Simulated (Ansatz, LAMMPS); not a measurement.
# Amorphous SiO2 (96 atoms): relaxation and levels of theory

Which bonds does the relaxation leave, and how do the Kohn-Sham gap, forces and pressure change with k-mesh and functional?

Calculated with Ansatz 0.2.0: Kohn-Sham DFT, PBE, PAW (set soft_2), plane waves; cutoff 420 eV, Γ point, fermi-dirac smearing of 0.025 eV.

**The cell**

Density at the start: 2.20 g/cm³. The cell holds 96 atoms: 32 Si and 64 O. Cell: a = 11.322 Å, b = 11.322 Å, c = 11.322 Å, α = 90.0°, β = 90.0°, γ = 90.0°. 96 atoms (32 Si, 64 O) placed at random at 2.2 g/cm³, melted at 5000 K for 10 ps at fixed volume with the Morse and Coulomb pair potential with partial charges (Pedone, Malavasi, Menziani, Cormack and Segre, J. Phys. Chem. B 110, 11780 (2006)). Quenched from 5000 K to 300 K at 50 K/ps and fixed volume, held 5 ps, then minimised at fixed cell.

Cell and atoms were relaxed with PBE. The walk converged after 7 steps by the program's count, with a largest force component of 0.0110 eV/Å; it began at an r.m.s. force component of 0.69 eV/Å. The edges went from 11.322, 11.322, 11.322 to 11.176, 10.881, 11.509 Å, and the volume from 15.117 to 14.571 Å³ an atom (-3.6 %).

The input of the reference single point:

```yaml
crystal:
  lattice:
    - [11.17454, -0.01017, -0.16735]
    - [-0.01017, 10.88021, -0.08017]
    - [-0.16735, -0.08017, 11.50792]
  atoms:
    - { symbol: Si, position: [0.32749, 0.24069, 0.60438] }
    - { symbol: Si, position: [0.01758, 0.14936, 0.0589] }
    - { symbol: Si, position: [0.35505, 0.06402, 0.81266] }
    - { symbol: Si, position: [0.93758, 0.01013, 0.45748] }
    [... 90 atom lines left out ...]
    - { symbol: O, position: [0.58982, 0.46389, 0.19383] }
    - { symbol: O, position: [0.15947, 0.13861, 0.08717] }
kpoints:
  mp_grid: { grid: [1, 1, 1] }
hamiltonian:
  xc: pbe
scf:
  occupations: { method: fermi_dirac, width: 0.025 }
output:
  forces: true
  stress: true
  populations: true
  dos:
    method: { smearing: { sigma: 0.08 } }
    de: 0.05
    projected: { site_lists: { O: [O], Si: [Si] } }
  eigenvalues: true
  write_density: true
  write_potential: true
  volumetric_format: npy
```

**Bonds after relaxation**

Bonds by pair of elements; cutoffs follow the first minimum of g(r), held within bounds set by covalent radii, and pairs that aren't listed don't count as bonded:

```csv
pair A-B,cutoff (Å),bonds,mean length (Å),spread (Å),shortest (Å),B about A,A about B
O-Si,2.08,128,1.63,0.012,1.60,2,4
```

How many atoms have how many bonded neighbours:

```csv
element,mean,2,4
O,2,64,0
Si,4,0,32
```

**Beside experiment**

**Experiments to compare with.** The density of pristine, uncompressed silica glass was measured at room temperature as a reference for densified samples (“Siliceous zeolite-derived topology of amorphous silica”, 2023, PMC10710485): density 2.2 g/cm³. A silica glass plate was measured by high-energy x-ray diffraction at 20 K and the Si-O distance was taken from the first PDF peak (“Polyhedral units and network connectivity in calcium aluminosilicate glasses from high-energy x-ray diffraction”, 2000, arxiv:cond-mat/0007490): nearest Si–O distance 1.61 Å; number of O about Si 4. The nearest silicon-silicon distance in amorphous silica was obtained by fitting a symmetric peak to the measured radial distribution (as quoted in “New insights into the origin of the first sharp diffraction peak in amorphous silica from an analysis of chemical and radial ordering”, 2024, arxiv:2403.10632): nearest Si–Si distance 3.08 Å; nearest O–O distance 2.63 Å. The mean Si-O-Si angle was obtained by reanalysing earlier high-energy photon diffraction data in combination with published neutron diffraction data on silica glass (“Bond angle distribution in amorphous germania and silica”, 1996, arxiv:chem-ph/9603004): Si–O–Si angle 148.3 °.

Calculation beside experiment:

```csv
quantity,measured,this cell,difference,method of the measurement
density,2.2 g/cm³,2.28 g/cm³,+3.8 %,tabulated bulk density
nearest Si–O distance,1.61 Å,1.63 Å,+1.3 %,"high-energy XRD, PDF Gaussian fit"
nearest Si–Si distance,3.08 Å,3.08 Å,+0.0 %,"diffraction, Gaussian radial peak fit"
nearest O–O distance,2.63 Å,2.66 Å,+1.1 %,"diffraction, Gaussian radial peak fit"
number of O about Si,4,4,+0.0 %,"high-energy XRD, PDF Gaussian fit"
Si–O–Si angle,148.3 °,144 °,-2.8 %,"x-ray and neutron diffraction, model fit"
```

The cell differs from the measured distances by up to 1.3 %, neighbour counts by up to 0.0 %, angles by up to 2.8 % and density by up to 3.8 %. Distances of this cell are positions of the first main peak of g(r), or bond means where the peak is narrow; means over all bonds within a cutoff lie farther out for broad shells. The network comes from the model that made the cell; DFT moved the atoms only locally, and no bond changed. Our coordination numbers hang on a cutoff, and experiments count neighbours in their own ways.

**Levels of theory**

Single points at the relaxed geometry:

| functional | k-mesh | Kohn-Sham gap (eV) | pressure (GPa) | r.m.s. force component (eV/Å) | SCF cycles | time |
| --- | --- | --- | --- | --- | --- | --- |
| PBE | 1×1×1 | 5.521 | 0.01 | 0.003 | 9 | 24 s |
| PBE | 2×2×2 | 5.466 | 0.01 | 0.004 | 9 | 3.5 min |
| HSE06 | 1×1×1 | 7.348 | -4.69 | 0.178 | 15 | 5.3 min |
| r2SCAN | 1×1×1 | 6.204 | -4.63 | 0.149 | 9 | 52 s |
| PBEsol | 1×1×1 | 5.471 | -2.37 | 0.058 | 9 | 20 s |

The gap is that between the highest filled and lowest empty Kohn-Sham level on the run's k-points. Cutoffs: 420 eV for PBE, HSE06 and PBEsol; 500 eV for r2SCAN. Times come from shared hosts and are rough.

**Findings**

By these cutoffs 100 % of O atoms have 2 and 100 % of Si atoms have 4 neighbours. The Kohn-Sham gap is 5.52 eV with PBE on the 1×1×1 mesh and 5.47 eV on 2×2×2. On the 1×1×1 mesh HSE06 changes the gap by +1.83 eV against PBE. Carrying that shift over to the 2×2×2 mesh gives 5.47 + 1.83 = 7.29 eV, an estimate that takes the shift to be alike at all k-points. On the reference's mesh the gap changes with r2SCAN by +0.68 eV and PBEsol by -0.05 eV. Against the reference the pressure changes with HSE06 by -4.7 GPa, r2SCAN by -4.6 GPa and PBEsol by -2.4 GPa; a negative change means a smaller volume than PBE would take. The denser mesh moves the energy by -0.3 meV/atom and the pressure by +0.00 GPa.

Limits: All single points share the geometry relaxed with PBE. The volume changed by -3.6 % on relaxing; in so small a cell, on this mesh and at this cutoff, the relaxed density is rough. One sample; tail or defect levels can set the gap of a disordered cell. The quench rate of 50 K/ps is many orders above laboratory rates, so the cell is likely richer in defects and strain than a real sample. The network of bonds at the start is that of the classical potential that made the cell, and needn't be the one that DFT or experiment would give. In some runs the program notes that the exchange-correlation potential is rough where the density is thin, it cut back its work space to fit the memory limit, the exchange threshold is loose for the stress and the SCF threshold is loose for the stress.

[Logs are printed without paths, hosts, clocks, repeated set-up lines and the standing remarks that a program may print on its own settings, such as how far it seeks lower states.]

[Hosts, paths, dates, database ids (printed as entryN), source tags and the programs' standing remarks are cut or masked in the printed files.]
